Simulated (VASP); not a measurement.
# F2 in VASP: settings compared

The runs below take F2 through single point, relaxation of the atoms, atomic charges, with PBE, PBE+TS.

Program: VASP 6.6.1. These are calculated values, not measurements. Logs are shortened: lines on timing, memory, paths and dates and some standing lists are left out, and cuts for length are marked.

### 1 The molecule as given

The cell holds a molecule in a box, 2 atoms: a = 11.000 Å, b = 10.000 Å, c = 10.000 Å, α = 90.00°, β = 90.00°, γ = 90.00°.

### 2 Single point, PBE (atoms moved at random, drawn with an rms of 0.05 Å)

INCAR reads:

```
SYSTEM = F
PREC = Accurate
ENCUT = 520
EDIFF = 1E-7
ISMEAR = 0
SIGMA = 0.01
LREAL = .FALSE.
LASPH = .TRUE.
NELM = 100
ALGO = Fast
ISIF = 2
LWAVE = .FALSE.
LCHARG = .FALSE.
GGA = PE
NBANDS = 14
```

KPOINTS reads:

```
regular mesh
0
G
  1 1 1
  0 0 0
```

POSCAR reads:

```
F
1.0
   11.0000000000      0.0000000000      0.0000000000
    0.0000000000     10.0000000000      0.0000000000
    0.0000000000      0.0000000000     10.0000000000
F
2
Direct
    0.4519610000      0.5270110000      0.4734260000
    0.5546280000      0.4867820000      0.5352580000
```

Potentials or basis: VASP PAW PBE potentials, release 64 (F).

Run with:

```console
$ cat potpaw_PBE.64/F/POTCAR > POTCAR
$ mpirun -np 1 vasp_gam > vasp.out
```

OUTCAR:

```text
SYSTEM = F
   PREC = Accurate
   ENCUT = 520
   EDIFF = 1E-7
   ISMEAR = 0
   LREAL = .FALSE.
   LASPH = .TRUE.
   NELM = 100
   ISIF = 2
   GGA = PE

 ion  position               nearest neighbor table
   1  0.452  0.527  0.473-   2 1.35
   2  0.555  0.487  0.535-   1 1.35

  LATTYP: Found a simple tetragonal cell.
 ALAT       =    10.0000000000
 C/A-ratio  =     1.1000000000

  Lattice vectors:

 A1 = (   0.0000000000,  10.0000000000,   0.0000000000)
 A2 = (   0.0000000000,   0.0000000000,  10.0000000000)
 A3 = (  11.0000000000,   0.0000000000,   0.0000000000)

Analysis of symmetry for initial positions (statically):
=====================================================================
 Subroutine PRICEL returns:
 Original cell was already a primitive cell.

 Routine SETGRP: Setting up the symmetry group for a
 simple tetragonal supercell.

 Subroutine GETGRP returns: Found  2 space group operations
 (whereof  1 operations were pure point group operations)
 out of a pool of 16 trial point group operations.

The static configuration has the point symmetry C_1 .
 The point group associated with its full space group is S_2 .

Analysis of symmetry for dynamics (positions and initial velocities):
=====================================================================
 Subroutine PRICEL returns:
 Original cell was already a primitive cell.

 Routine SETGRP: Setting up the symmetry group for a
 simple tetragonal supercell.

 Subroutine GETGRP returns: Found  2 space group operations
 (whereof  1 operations were pure point group operations)
 out of a pool of 16 trial point group operations.

The dynamic configuration has the point symmetry C_1 .
 The point group associated with its full space group is S_2 .

 Subroutine INISYM returns: Found  2 space group operations
 (whereof  1 operations are pure point group operations),
 and found     1 'primitive' translations

----------------------------------------------------------------------------------------

                                     Primitive cell

  volume of cell :    1100.0000

  direct lattice vectors                    reciprocal lattice vectors
    11.000000000  0.000000000  0.000000000     0.090909091  0.000000000  0.000000000
[... 61 lines left out ...]
   NELM   =    100;   NELMIN=  2; NELMDL= -5     # of ELM steps
   EDIFF  = 0.1E-06   stopping-criterion for ELM
   LREAL  =      F    real-space projection
   EDIFFG = 0.1E-05   stopping-criterion for IOM
   NSW    =      0    number of steps for IOM
   IBRION =     -1    ionic relax: 0-MD 1-quasi-New 2-CG
   NFREE  =      0    steps in history (QN), initial steepest desc. (CG)
   ISIF   =      2    stress and relaxation
   ISYM   =      2    0-nonsym 1-usesym 2-fastsym
   POTIM  = 0.5000    time-step for ionic-motion
   TEBEG  =    0.0;   TEEND  =   0.0 temperature during run
   PSTRESS=    0.0 pullay stress
   NELECT =      14.0000    total number of electrons
   NUPDOWN=      -1.0000    fix difference up-down
   EMIN   =  10.00;   EMAX   =-10.00  energy-range for DOS
   EFERMI =   0.00;   METHOD = LEGACY
   ISMEAR =     0;   SIGMA  =   0.01  broadening in eV -4-tet -1-fermi 0-gaus
   EFERMI_NEDOS =   21; number of points for ismear=-14 and -15
   IALGO  =     68    algorithm
   IMIX   =      4    mixing-type and parameters
     AMIX     =   0.40;   BMIX     =  1.00
     AMIX_MAG =   1.60;   BMIX_MAG =  1.00
  volume/ion in A,a.u.               =     550.00      3711.58
  Fermi-wavevector in a.u.,A,eV,Ry     =   0.382226  0.722302  1.987764  0.146097
  Thomas-Fermi vector in A             =   1.318299
   LORBIT       =      0    0 simple, 1 ext, 2 COOP (PROOUT), +10 PAW based schemes
   GGA     = PE    functional components
   LHFCALC =     F    Hartree Fock is set to
   AEXX    =    0.0000 exact exchange contribution
   IVDW    =     0    specifies the selected vdW correction
   LEPSILON=     F    determine dielectric tensor
   LRPA    =     F    only Hartree local field effects (RPA)
 non-spin polarized calculation
 RMM-DIIS sequential band-by-band and
 Gauss-broadening in eV      SIGMA  =   0.01
  energy-cutoff  :      520.00
  volume of cell :     1100.00
 maximum number of plane-waves:     14859
 NGX is ok and might be reduce to    84
   NGX = 41   NGY = 37   NGZ = 37

 number of electron      13.9999998 magnetization

 Free energy of the ion-electron system (eV)
  ---------------------------------------------------
  ext. energy  EPLUGINS =         0.00000000
  ---------------------------------------------------
  free energy    TOTEN  =        -3.50273478 eV

  energy without entropy =       -3.50273478  energy(sigma->0) =       -3.50273478

 E-fermi :  -8.8979     XC(G=0):  -0.4830

 val. band max:       -9.0393791302   @ k =   0.0000   0.0000   0.0000
 cond. band min:      -4.6180290875   @ k =   0.0000   0.0000   0.0000
 fundamental gap:      4.4213500428
 Fermi energy:        -8.8979008307

 k-point     1 :       0.0000    0.0000    0.0000
  band No.  band energies     occupation
      1     -34.8570      2.00000
      2     -27.1330      2.00000
      3     -15.5384      2.00000
      4     -13.0702      2.00000
      5     -13.0701      2.00000
      6      -9.0394      2.00000
      7      -9.0394      2.00000
      8      -4.6180      0.00000
      9      -0.2800      0.00000
     10       0.9842      0.00000
     11       1.0162      0.00000
     12       1.2345      0.00000
     13       1.2415      0.00000
     14       1.3355      0.00000

------------------------ aborting loop because EDIFF is reached ----------------------------------------

  FORCE on cell =-STRESS in cart. coord.  units (eV):
  Direction    XX          YY          ZZ          XY          YZ          ZX
  --------------------------------------------------------------------------------------
  -------------------------------------------------------------------------------------
  Total        3.0354346      0.2875305      0.8314716     -1.1230666     -0.6146786      1.7261003
  in kB        4.4211859      0.4187954      1.2110591     -1.6357744     -0.8952947      2.5141079
  external PRESSURE =       2.0170135 kB  Pullay stress =       0.0000000 kB

 VOLUME and BASIS-vectors are now :
 -----------------------------------------------------------------------------
  energy-cutoff  :      520.00
  volume of cell :     1100.00
      direct lattice vectors                 reciprocal lattice vectors
    11.000000000  0.000000000  0.000000000     0.090909091  0.000000000  0.000000000
     0.000000000 10.000000000  0.000000000     0.000000000  0.100000000  0.000000000
     0.000000000  0.000000000 10.000000000     0.000000000  0.000000000  0.100000000

 POSITION                                       TOTAL-FORCE (eV/Angst)
 -----------------------------------------------------------------------------------
      4.97157      5.27011      4.73426        -2.779761      0.990167     -1.522411
      6.10091      4.86782      5.35258         2.779761     -0.990167      1.522411
 -----------------------------------------------------------------------------------
    total drift:                                0.000033     -0.000013      0.000157

  FREE ENERGIE OF THE ION-ELECTRON SYSTEM (eV)
  ---------------------------------------------------
  free  energy   TOTEN  =        -3.5027347752 eV

  energy  without entropy=       -3.5027347752  energy(sigma->0) =       -3.50273478
```

stdout:

```text
POSCAR found type information on POSCAR F
 POSCAR found :  1 types and       2 ions
 scaLAPACK will be used
 LDA part: xc-table for (Slater+PW92), standard interpolation
 POSCAR, INCAR and KPOINTS ok, starting setup
 FFT: planning ... GRIDC
 FFT: planning ... GRID_SOFT
 FFT: planning ... GRID
 WAVECAR not read
 entering main loop
```

It took 42 s on 1 thread of AMD EPYC 9R45 (Zen 5), shared host; peak memory 0.83 GiB.

What came out:

* Free energy: -3.5027 eV
* Largest force: 3.320 eV/Å
* Gap between the frontier levels: 4.42 eV

Forces in eV/Å, atoms in the order of the input:
```
F   -2.780  0.990 -1.522
F    2.780 -0.990  1.522
```

### 3 Relaxation of the atoms, PBE (atoms moved at random, drawn with an rms of 0.02 Å)

INCAR reads:

```
SYSTEM = F
  ALGO = Normal
  EDIFF = 1E-6
  EDIFFG = -0.01
  ENCUT = 520
  GGA = PE
  IBRION = 2
  ISIF = 2
  ISMEAR = 0
  LASPH = .True.
  LCHARG = .False.
  LREAL = .False.
  LWAVE = .False.
  NELM = 80
  NSW = 60
  PREC = Accurate
  SIGMA = 0.01
```

KPOINTS reads:

```
k-points
0
Gamma
  1 1 1
  0 0 0
```

POSCAR reads:

```
F
1.0
   11.0000000000      0.0000000000      0.0000000000
    0.0000000000     10.0000000000      0.0000000000
    0.0000000000      0.0000000000     10.0000000000
F
2
Direct
    0.4479070000      0.5226660000      0.4745210000
    0.5534060000      0.4819520000      0.5350590000
```

Potentials or basis: VASP PAW PBE potentials, release 64 (F).

Run with:

```console
$ cat potpaw_PBE.64/F/POTCAR > POTCAR
$ mpirun -np 1 vasp_gam > vasp.out
```

It took 1.7 min on 1 thread of AMD EPYC 9R45 (Zen 5), shared host; peak memory 0.97 GiB.

It converged, with:

```yaml
Free_energy: -3.6187 eV
Energy_gained_by_relaxing: 28.0 meV/atom
Ionic_steps: 4
Largest_force_after_relaxing: 0.009 eV/Å
Gap_between_the_frontier_levels: 3.40 eV
```

Forces in eV/Å, atoms in the order of the input:
```
F    0.008 -0.003  0.004
F   -0.008  0.003 -0.004
```

Step by step:
```tsv
step	energy change (eV)	largest force (eV/Å)	pressure (GPa)
1	0.0000	2.2007	0.13
2	0.2634	3.4154	-0.28
3	-0.0559	0.0606	-0.02
4	-0.0559	0.0093	-0.02
```

Final structure:
```
F
1.0
    11.00000    0.00000    0.00000
     0.00000   10.00000    0.00000
     0.00000    0.00000   10.00000
F
2
Direct
  0.44583 0.52347 0.47333
  0.55548 0.48115 0.53625
```

Levels at points of the mesh, in eV from the valence-band top:
| k point | band 5 | band 6 | band 7 | band 8 | band 9 | band 10 |
| --- | --- | --- | --- | --- | --- | --- |
| (0.00, 0.00, 0.00) | -3.27 | 0.00 | 0.00 | 3.40 | 9.10 | 10.38 |

### 4 Atomic charges, PBE+TS

INCAR reads:

```
ALGO = Normal ; EDIFF = 1E-6
ENCUT = 520 ; GGA = PE
ISIF = 2 ; ISMEAR = 0
IVDW = 2 ; LASPH = True
LCHARG = True ; LELF = True
LORBIT = 11 ; LREAL = False
LVACPOTAV = True ; LVHAR = True
LWAVE = False ; NELM = 80
PREC = Accurate ; SIGMA = 0.01
```

KPOINTS reads:

```
k-points
0
Gamma
  1 1 1
```

POSCAR reads:

```
F
1.0
   11.0000000000      0.0000000000      0.0000000000
    0.0000000000     10.0000000000      0.0000000000
    0.0000000000      0.0000000000     10.0000000000
F
2
Direct
    0.4481000000      0.5233400000      0.4739000000
    0.5542636400      0.4808600000      0.5329000000
```

Potentials or basis: VASP PAW PBE potentials, release 64 (F).

Run with:

```console
$ cat potpaw_PBE.64/F/POTCAR > POTCAR
$ mpirun -np 1 vasp_gam > vasp.out
```

OUTCAR:

```text
EDIFF = 1E-6
   ENCUT = 520
   GGA = PE
   ISIF = 2
   ISMEAR = 0
   IVDW = 2
   LASPH = True
   LORBIT = 11
   LREAL = False
   NELM = 80
   PREC = Accurate
  IVDW =   2

 ion  position               nearest neighbor table
   1  0.448  0.523  0.474-   2 1.38
   2  0.554  0.481  0.533-   1 1.38

  LATTYP: Found a simple tetragonal cell.
 ALAT       =    10.0000000000
 C/A-ratio  =     1.1000000000

  Lattice vectors:

 A1 = (   0.0000000000,  10.0000000000,   0.0000000000)
 A2 = (   0.0000000000,   0.0000000000,  10.0000000000)
 A3 = (  11.0000000000,   0.0000000000,   0.0000000000)

Analysis of symmetry for initial positions (statically):
=====================================================================
 Subroutine PRICEL returns:
 Original cell was already a primitive cell.

 Routine SETGRP: Setting up the symmetry group for a
 simple tetragonal supercell.

 Subroutine GETGRP returns: Found  2 space group operations
 (whereof  1 operations were pure point group operations)
[... 155 lines left out ...]
      3     -15.4361      2.00000
      4     -12.9124      2.00000
      5     -12.9124      2.00000
      6      -9.1676      2.00000
      7      -9.1676      2.00000
      8      -5.1315      0.00000
      9      -0.2815      0.00000
     10       0.9826      0.00000
     11       1.0050      0.00000

------------------------ aborting loop because EDIFF is reached ----------------------------------------

  Hirshfeld charges:
            ion         q(e)
   ------------------------------
      1     F       -0.00003466
      2     F        0.00003466

  Tkatchenko/Scheffler method for vdW energy calculation

  Number of pair interactions contributing to vdW energy:    1418

  Edisp (eV):   -0.00009

  FORCE on cell =-STRESS in cart. coord.  units (eV):
  Direction    XX          YY          ZZ          XY          YZ          ZX
  --------------------------------------------------------------------------------------
  -------------------------------------------------------------------------------------
  Total       1.85421     0.15039     0.39182    -0.71614    -0.36174     0.99453
  in kB       2.70070     0.21905     0.57070    -1.04308    -0.52688     1.44856
  external pressure =        1.16 kB  Pullay stress =        0.00 kB

 VOLUME and BASIS-vectors are now :
 -----------------------------------------------------------------------------
  energy-cutoff  :      520.00
  volume of cell :     1100.00
      direct lattice vectors                 reciprocal lattice vectors
    11.000000000  0.000000000  0.000000000     0.090909091  0.000000000  0.000000000
     0.000000000 10.000000000  0.000000000     0.000000000  0.100000000  0.000000000
     0.000000000  0.000000000 10.000000000     0.000000000  0.000000000  0.100000000

 POSITION                                       TOTAL-FORCE (eV/Angst)
 -----------------------------------------------------------------------------------
      4.92910      5.23340      4.73900        -1.673646      0.609004     -0.845595
      6.09690      4.80860      5.32900         1.673646     -0.609004      0.845595
 -----------------------------------------------------------------------------------
    total drift:                                0.000110      0.000159     -0.000028

  FREE ENERGIE OF THE ION-ELECTRON SYSTEM (eV)
  ---------------------------------------------------
  free  energy   TOTEN  =        -3.5729978685 eV

  energy  without entropy=       -3.5729978685  energy(sigma->0) =       -3.57299787

 total charge

# of ion       s       p       d       tot
------------------------------------------
    1        1.764   4.142   0.000   5.906
    2        1.764   4.142   0.000   5.906
--------------------------------------------------
tot          3.528   8.284   0.000  11.812
```

OSZICAR:

```text
N       E                     dE             d eps       ncg     rms          rms(c)
DAV:   1     0.171173972223E+03    0.17117E+03   -0.38114E+03    30   0.762E+02
DAV:   2     0.767722920555E+02   -0.94402E+02   -0.86914E+02    28   0.143E+02
DAV:   3     0.202861958624E+01   -0.74744E+02   -0.74330E+02    30   0.126E+02
[... 11 lines left out ...]
DAV:  15    -0.357288649365E+01   -0.43964E-04   -0.26425E-06    28   0.123E-02    0.213E-03
DAV:  16    -0.357289526311E+01   -0.87695E-05   -0.60714E-07    36   0.655E-03    0.807E-04
DAV:  17    -0.357290215249E+01   -0.68894E-05   -0.18207E-07    30   0.243E-03    0.494E-04
DAV:  18    -0.357290424221E+01   -0.20897E-05   -0.33273E-08    20   0.141E-03    0.108E-04
DAV:  19    -0.357290495282E+01   -0.71061E-06   -0.21355E-08    28   0.878E-04
   1 F= -.35729979E+01 E0= -.35729979E+01  d E =-.443663E-13
```

stdout:

```text
POSCAR found type information on POSCAR F
 POSCAR found :  1 types and       2 ions
 scaLAPACK will be used
 LDA part: xc-table for (Slater+PW92), standard interpolation
 POSCAR, INCAR and KPOINTS ok, starting setup
 FFT: planning ... GRIDC
 FFT: planning ... GRID_SOFT
 FFT: planning ... GRID
 WAVECAR not read
 entering main loop
 augmentation electrons   14.0039027505001
 total        electrons   14.0039027505001
 augmentation electrons   4.06636027370411
 total        electrons   4.06636027370411
 augmentation electrons   2.42398281819280
 soft         electrons   11.5799198477124
 total        electrons   14.0039026659052
 translations:           1           1           1
```

Wall time 49 s (1 thread of AMD EPYC 9R45 (Zen 5), shared host); peak memory 0.83 GiB.

Results:

```
Free energy                                           : -3.5730 eV
Largest force                                         : 1.972 eV/Å
Gap between the frontier levels                       : 4.04 eV
Valence electrons inside the program's atomic spheres : F 5.91
Dispersion energy per atom                            : 0.000 eV
```

Forces on the atoms (eV/Å):
```
F   -1.674  0.609 -0.846
F    1.674 -0.609  0.846
```

Expect the measured gap to be larger: semilocal functionals such as PBE lack the derivative discontinuity.

### 5 Summary

| task | level | cell | gap on the mesh (eV) | largest force (eV/Å) |
| --- | --- | --- | --- | --- |
| single point | PBE | atoms moved at random, drawn with an rms of 0.05 Å | 4.42 | 3.32 |
| relaxation of the atoms | PBE | atoms relaxed from: atoms moved at random, drawn with an rms of 0.02 Å | 3.40 | 0.01 |
| atomic charges | PBE+TS | as given | 4.04 | 1.97 |

Alike in all rows: potentials or basis VASP PAW PBE potentials, release 64 (F); no spin polarisation; k mesh 1 × 1 × 1; cutoff (eV) 520; smearing gaussian 0.01 eV.

Absolute energies hang on the potentials; compare differences alone.
